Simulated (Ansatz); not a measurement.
The system is Be.

```xyz
1
Lattice="0.0000 1.5791 1.5791 1.5791 0.0000 1.5791 1.5791 1.5791 0.0000" Properties=species:S:1:pos:R:3 pbc="T T T"
Be    0.0000    0.0000    0.0000
```

The cell was built by a generator and needn't be a form met in nature.

Base run:

| Item | Value |
| --- | --- |
| Program | Ansatz 0.2.0 |
| Functional | LDA |
| Potentials or basis | Ansatz PAW |
| Cutoff | 420 eV |
| Density cutoff | 1680 eV |
| k mesh | 14 × 14 × 14 |
| Occupations | fermi-dirac, width 0.05 eV |
| Spin | no spin polarisation |

Its results: band gap on the k mesh none (metal or under the smearing width); pressure -6.0 GPa.

After a change of settings the same cell gave: band gap on the k mesh none (metal or under the smearing width); pressure -1.3 GPa. Which change was it?
A. functional from LDA to r2SCAN; cutoff from 420 eV to 500 eV; density cutoff from 1680 eV to 2000 eV
B. functional from LDA to PBEsol
C. functional from LDA to BLYP
D. functional from LDA to RPBE

B.

PBEsol binds less tightly than LDA, so the same cell stands under more pressure.

Caveats: the PAW data sets come from PBE, with cores solved anew for the run's functional, which leaves a small shift of forces and pressure.

Not every run made on this cell is shown here.
